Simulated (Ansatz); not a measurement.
InAs:

```xyz
2
Lattice="0.0000 3.0180 3.0180 3.0180 0.0000 3.0180 3.0180 3.0180 0.0000" Properties=species:S:1:pos:R:3 pbc="T T T"
In    0.0000    0.0000    0.0000
As    1.5090    1.5090    1.5090
```

Base run:

| Quantity | Value |
| --- | --- |
| Program | Ansatz 0.2.0 |
| Functional | BLYP |
| Potentials or basis | Ansatz PAW |
| Cutoff | 420 eV (not typed: the program's choice for these potentials) |
| k mesh | 8 × 8 × 8 |
| Occupations | fermi-dirac, width 0.1 eV |
| Spin | spin-orbit coupling, no magnetisation |

Its results: band gap on the k mesh none (metal or under the smearing width); pressure 7.4 GPa.

Problem. The run is repeated on the same cell with these changes: functional from BLYP to LDA; occupations from fermi-dirac, width 0.1 eV to methfessel-paxton, width 0.1 eV. What comes out?

Solution. Band gap on the k mesh none (metal or under the smearing width); pressure -0.3 GPa.

Caveats: the PAW data sets come from PBE, with cores solved anew for the run's functional, which leaves a small shift of forces and pressure; this crystal is a semiconductor, whose small gap the functional closes, so the metal is an error of the method.
